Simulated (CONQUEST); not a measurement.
**MgO2 under changes of volume**

One of the cells (9.382 Å³/atom); the others are scaled copies at fixed shape and fractional positions:

```xyz
12
Lattice="4.8286 0.0000 0.0000 0.0000 4.8286 0.0000 0.0000 0.0000 4.8286" Properties=species:S:1:pos:R:3 pbc="T T T"
Mg    0.0000    0.0000    0.0000
Mg    2.4143    0.0000    2.4143
Mg    0.0000    2.4143    2.4143
Mg    2.4143    2.4143    0.0000
O     0.4318    4.3968    1.9825
O     2.8461    0.4318    0.4318
O     4.3968    2.8461    4.3968
O     1.9825    1.9825    2.8461
O     2.8461    2.8461    1.9825
O     0.4318    1.9825    0.4318
O     1.9825    4.3968    4.3968
O     4.3968    0.4318    2.8461
```

The cell is a database's computed one.

```yaml
Program: CONQUEST 1.3
Functional: LDA
Potentials_or_basis: PseudoDojo NC LDA, DZP, grid of 60 × 60 × 60 points
k_mesh: 5 × 5 × 5
Occupations: fermi-dirac, width 0.05 eV
Spin: no spin polarisation
```

| volume (Å³/atom) | energy over the lowest point (meV/atom) | pressure (GPa) | gap on the mesh (eV) | largest force (eV/Å) |
| --- | --- | --- | --- | --- |
| 8.819 | 11.05 | 8.7 | 4.05 | 0.028 |
| 9.007 | 3.38 | 4.7 | 3.92 | 0.135 |
| 9.194 | 0.00 | 1.1 | 3.79 | 0.263 |
| 9.382 | 0.48 | -2.0 | 3.68 | 0.395 |
| 9.569 | ? | ? | ? | ? |
| 9.757 | 11.70 | -7.4 | 3.45 | 0.638 |
| 9.945 | 21.74 | -9.7 | 3.35 | 0.744 |

Question: What does the run at 9.569 Å³/atom give?

Answer: Energy over the lowest point 4.45 meV/atom; pressure -5.0 GPa; gap on the mesh 3.56 eV; largest force 0.519 eV/Å.

Worked out: A Birch-Murnaghan fit of order 3 (a polynomial in V^(-2/3)) to the other rows has its minimum at 9.26 Å³/atom with B0 = V·E''(V) = 158 GPa and B' = 4.0 at fixed shape and positions, which overstates the stiffness. It gives 4.49 meV/atom at 9.569 Å³/atom, against the run's 4.45, and -dE/dV = -4.8 GPa, against -5.0. A straight line through the other rows of the gap, of slope -5.82 eV per unit of ln V, gives 3.57 eV, against the run's 3.56.

Energies are extrapolated to zero smearing.

Caveats: an odd mesh through Γ misses points on the zone boundary, where band edges often lie; the basis of atomic orbitals isn't converged, which shifts pressures, moduli and gaps.
